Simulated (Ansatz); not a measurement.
# MnS: do energies and stresses tell the same story?

Level of theory: Ansatz 0.2.0, DFT PBE, scalar-relativistic, plane waves, PAW.

Cutoff 420 eV; k points 14×14×14 on the computed 2-atom cell (Γ-centred); Gaussian smearing, width 0.10 eV; collinear spin from starting moments 4.42 0.14 μB.

Relaxed cell: Fm-3m, a = 5.095 Å, b = 5.095 Å, c = 5.095 Å, α = 90.00°, β = 90.00°, γ = 90.00°, 2 atoms in the primitive cell.

Energies at zero smearing and pressures from the stress tensor, at volumes with shape and atoms relaxed:
```csv
V (Å³/atom),E − E(first) (meV/atom),P (GPa)
15.543,0.00,4.35
16.039,-10.60,2.19
16.535,-13.77,-0.03
17.031,-10.96,-1.59
17.527,-4.05,-2.81
```

Question: Check P = −dE/dV between neighbouring volumes, and get the bulk modulus from the pressures alone.

Answer: With 1 eV/Å³ = 160.2 GPa:
```json
{"middle V (Å³/atom)": "15.791", "−ΔE/ΔV (GPa)": "3.424", "mean P (GPa)": "3.270"}
{"middle V (Å³/atom)": "16.287", "−ΔE/ΔV (GPa)": "1.024", "mean P (GPa)": "1.079"}
{"middle V (Å³/atom)": "16.783", "−ΔE/ΔV (GPa)": "-0.907", "mean P (GPa)": "-0.808"}
{"middle V (Å³/atom)": "17.279", "−ΔE/ΔV (GPa)": "-2.233", "mean P (GPa)": "-2.199"}
```

The two differ by 0.15 GPa at most. The mean of two end pressures misses the average over a step by about ΔV² P″/12, up to 0.06 GPa here; with that taken off 0.09 GPa remains. The stress is the derivative of the free energy, not of the energy at zero smearing, and with free energies 0.04 GPa remains. The largest site moment goes from 3.86 to 4.18 μB along the series, which bends P(V). Around V = 16.535 Å³/atom, the two neighbours give B = −V ΔP/ΔV = 16.535 × 3.77 / 0.992 = 62.9 GPa, against B0 = 61.8 GPa from the Birch–Murnaghan fit of the energies.

The cell holds one magnetic atom, so it can only be ferromagnetic; an antiferromagnetic order may lie lower.

Only this magnetic start was tried.